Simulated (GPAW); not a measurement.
Write an ASE script for GPAW 26.7.0 that does the following.

```
Task                : equation of state
Functional          : PBE
Potentials or basis : GPAW PAW data sets (gpaw-data 1.2.1)
Cutoff              : 600 eV
Basis               : pw
k mesh              : 4 × 4 × 4
Occupations         : fermi-dirac, width 0.05 eV
Spin                : collinear spin, ferromagnetic start
Starting moments    : [2.0, 2.0, 2.0, 2.0, 2.0, 2.0, 0.0, 0.0] μB
Maxiter             : 150
Eos scales          : [0.94, 0.96, 0.98, 1.0, 1.02, 1.04, 1.06]
```

Crystal: V3Si.

```xyz
8
Lattice="4.7320 0.0000 0.0000 0.0000 4.7320 0.0000 0.0000 0.0000 4.7320" Properties=species:S:1:pos:R:3 pbc="T T T"
V     0.0000    2.3660    1.1830
V     0.0000    2.3660    3.5490
V     2.3660    1.1830    0.0000
V     3.5490    0.0000    2.3660
V     2.3660    3.5490    0.0000
V     1.1830    0.0000    2.3660
Si    2.3660    2.3660    2.3660
Si    0.0000    0.0000    0.0000
```

These files were run (other wordings do the same):

run.py

```python
from ase import Atoms
from ase.eos import EquationOfState
from ase.io import Trajectory
from ase.units import GPa
from gpaw import GPAW, PW

atoms = Atoms(['V', 'V', 'V', 'V', 'V', 'V', 'Si', 'Si'],
              cell=[[4.732, 0.0, 0.0],
                    [0.0, 4.732, 0.0],
                    [0.0, 0.0, 4.732]],
              scaled_positions=[[0.0, 0.5, 0.25],
                                [0.0, 0.5, 0.75],
                                [0.5, 0.25, 0.0],
                                [0.75, 0.0, 0.5],
                                [0.5, 0.75, 0.0],
                                [0.25, 0.0, 0.5],
                                [0.5, 0.5, 0.5],
                                [0.0, 0.0, 0.0]],
              pbc=True)
atoms.set_initial_magnetic_moments([2.0, 2.0, 2.0, 2.0, 2.0, 2.0, 0.0, 0.0])

traj = Trajectory('eos.traj', 'w')
volumes, energies = [], []
for x in [0.94, 0.96, 0.98, 1.0, 1.02, 1.04, 1.06]:
    a = atoms.copy()
    a.set_cell(atoms.cell * x**(1 / 3), scale_atoms=True)
    calc = GPAW(mode=PW(600),
                xc='PBE',
                kpts={'size': (4, 4, 4), 'gamma': True},
                occupations={'name': 'fermi-dirac', 'width': 0.05},
                nbands=75,
                convergence={'density': 1e-05, 'energy': 1e-05},
                maxiter=150,
                txt=f'eos-{x:.2f}.txt')
    a.calc = calc
    energies.append(a.get_potential_energy(force_consistent=True))
    volumes.append(a.get_volume())
    p = -a.get_stress()[:3].mean() / GPa
    calc.write(f'eos-{x:.2f}.gpw')
    traj.write(a)
    print(f'{x:.2f} {volumes[-1]:10.4f} A^3 {energies[-1]:14.6f} eV {p:9.3f} GPa', flush=True)

v0, e0, B = EquationOfState(volumes, energies, eos='birchmurnaghan').fit()
print(f'V0 = {v0:.4f} A^3, E0 = {e0:.6f} eV, B0 = {B / GPa:.2f} GPa')
```

Potentials or basis: GPAW PAW data sets (gpaw-data 1.2.1), pw.

The run is started by

```sh
$ OMP_NUM_THREADS=1 python run.py
```

It gave:

The equilibrium volume is 13.06 Å³/atom and the bulk modulus is 191 GPa. The pressure derivative of the bulk modulus is 4.0.

Caveat: the k mesh is coarse.

Wall time 15 min on 1 thread of AMD EPYC 7B13 (Zen 3) (shared host), peak memory 0.64 GiB.
